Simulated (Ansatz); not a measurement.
Relaxed-ion elastic tensor of BeO (wurtzite, P6_3mc) in GPa (Voigt order), PBEsol (plane waves, PAW; program Ansatz); density 3.02 g/cm³, 6.87 Å³ per atom.

```
      1     2     3    4    5    6
-  ----  ----  ----  ---  ---  ---
1   437   125  89.7  0.0  0.0  0.0
2   125   437  89.7  0.0  0.0  0.0
3  89.7  89.7   475  0.0  0.0  0.0
4   0.0   0.0   0.0  138  0.0  0.0
5   0.0   0.0   0.0  0.0  138  0.0
6   0.0   0.0   0.0  0.0  0.0  156
```

Problem. Is the crystal mechanically stable?

Solution. Yes: the smallest eigenvalue of C is 138 GPa.

Problem. Work out the Voigt, Reuss and Hill averages.

Solution. K_V = 218, K_R = 218, K_H = 218; G_V = 156, G_R = 153, G_H = 155 GPa.

Problem. Give Young's modulus, Poisson's ratio, Pugh's ratio and the universal anisotropy index.

Solution. E = 9KG/(3K + G) = 375 GPa; ν = 0.21; K/G = 1.41 (brittle by the Pugh limit of 1.75); A_U = 5G_V/G_R + K_V/K_R − 6 = 0.08.

Problem. Estimate the sound speeds and the Debye temperature.

Solution. v_l = √((K + 4G/3)/ρ) = 11800 m/s, v_t = √(G/ρ) = 7150 m/s, mean 7900 m/s; Θ = (h/k)(3n/4πV)^(1/3) v_m = 1240 K.

Problem. Solve the Christoffel equation for the three sound speeds along x, y, z.

Solution. Eigenvalues of C_ijkl n_j n_l equal ρv² (piezoelectric stiffening left out). In km/s, slowest first: x 6.74, 7.17, 12.02; y 6.74, 7.17, 12.02; z 6.74, 6.74, 12.53.

Problem. How much does each axis shrink under pressure?

Solution. Linear compressibilities β_i = Σ_j S_ij (j = 1 to 3): x 1.5, y 1.5, z 1.5 per TPa.

The cell was relaxed with PBEsol under the symmetry of its start; of distortions, only those at the zone centre were tested.

Potentials: the later of the program's two PAW sets.
